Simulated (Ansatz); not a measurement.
# NiSi2: strain energy, fitted

NiSi2, Fm-3m, a = 5.391 Å. Ansatz: PBEsol, PAW, 420 eV, Γ-centred 10×10×8 mesh on 6 atoms, Gaussian smearing 0.10 eV; no spin polarisation. Series: shear of c along a, cell held, atoms relaxed; x is the strain in per cent (engineering shear). The axes a, b, c are those of the computed cell (3.812, 3.812, 5.391 Å), along [1 1 0], [-1 1 0], [0 0 1] of the cell named above. y is the free energy over the unstrained cell, V0 = 13.059 Å³/atom. Symmetry makes y even in x.

```tsv
x (%)	y (meV/atom)
0.0	0.00
2.0	1.18
4.0	5.00
6.0	11.60
8.0	20.77
12.0	?
```

Task: Fit y = c2 x² + c4 x⁴ to the other rows, turn c2 into a modulus, and predict the missing energy.

Result: Least squares on the rows shown. y = 0.31427 x² + 0.00016479 x⁴. In eV per unit strain² c2 is 3.143; this is the shear stiffness (E = ½ C V0 γ²): 2 × 3.143 × 160.2 / (13.059) = 77 GPa. With a term in x⁶ added, the coefficient of x² becomes 0.2977, 5 % less, which shows how far this figure hangs on the form. At x = 12.0 the fit asked for gives 48.67 meV/atom. The run gave 44.76 meV/atom, so the fit is 3.91 meV/atom too high, 8.7 % of the span of the series, against an rms of 0.07 meV/atom on the fitted rows. The row lies outside the fitted range. With a term in x⁶ added, a fit to the same known rows predicts 35.86 meV/atom, which misses by about as much or more on the other side: the known rows don't fix the higher terms.